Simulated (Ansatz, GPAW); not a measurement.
Given: the input of a run of GPAW 26.7.0 (ASE script) on Sb (Antimony). 

Contents of run.py:

```python
from ase import Atoms
from ase.dft.bandgap import bandgap
from ase.io import write
from ase.units import GPa
from gpaw import GPAW, PW

atoms = Atoms(['Sb', 'Sb'],
              cell=[[2.1542, 1.2437279499, 3.758],
                    [-2.1542, 1.2437279499, 3.758],
                    [0.0, -2.4874558998, 3.758]],
              scaled_positions=[[0.76651, 0.76651, 0.76651],
                                [0.23349, 0.23349, 0.23349]],
              pbc=True)

calc = GPAW(mode=PW(600),
            xc='PBE',
            kpts={'size': (8, 8, 8), 'gamma': True},
            occupations={'name': 'methfessel-paxton', 'order': 0, 'width': 0.016},
            nbands=25,
            convergence={'density': 1e-05, 'energy': 1e-05},
            maxiter=150,
            txt='gpaw.txt')
atoms.calc = calc
energy = atoms.get_potential_energy()
forces = atoms.get_forces()
stress = atoms.get_stress()
calc.write('gs.gpw')
write('result.traj', atoms)
print(f'Energy: {energy:.6f} eV')
print('Forces (eV/A):')
print(forces.round(4))
print('Stress (GPa):', (stress / GPa).round(3))
print('Fermi level:', round(calc.get_fermi_level(), 4), 'eV')
print(f'Gap: {bandgap(calc)[0]:.4f} eV, direct: {bandgap(calc, direct=True)[0]:.4f} eV')
```

Potentials or basis: GPAW PAW data sets (gpaw-data 1.2.1), pw.

The run is started by

```console
$ OMP_NUM_THREADS=1 python run.py
```

Problem. What does the same run look like in Ansatz 0.2.0? Potentials or basis there: all-electron LAPW, scalar-relativistic.

Solution. As run (cutoffs and basis follow the program's own potentials, and thresholds, step limits or extra output files can differ):

The input input.yaml:

```yaml
crystal:
  lattice:
    - [2.1542, 1.2437279499, 3.758]
    - [-2.1542, 1.2437279499, 3.758]
    - [0.0, -2.4874558998, 3.758]
  atoms:
    - { symbol: Sb, position: [0.76651, 0.76651, 0.76651] }
    - { symbol: Sb, position: [0.23349, 0.23349, 0.23349] }
kpoints:
  mp_grid: { grid: [8, 8, 8] }
scf:
  occupations: { method: gaussian, width: 0.016 }
hamiltonian:
  xc: pbe
  pseudopotentials: { kind: all_electron, lapw: { basis_error: 0.001 } }
output:
  forces: true
  stress: true
  eigenvalues: true
```

Potentials or basis: all-electron LAPW, scalar-relativistic.

Launch:

```console
$ ansatz run input.yaml --threads 1 --pin off --max-ram 3072MiB --backend cpu --events-out ev --progress --plain --runs-dir out
```

Both were run:

|  | GPAW | Ansatz |
| --- | --- | --- |
| Pressure | 2.4 GPa | 2.7 GPa |
| Largest force | 0.125 eV/Å | 0.141 eV/Å |

Where Ansatz's input types no cutoff or centring, it takes its own default and a Γ-centred mesh.

Pressure is positive in compression.
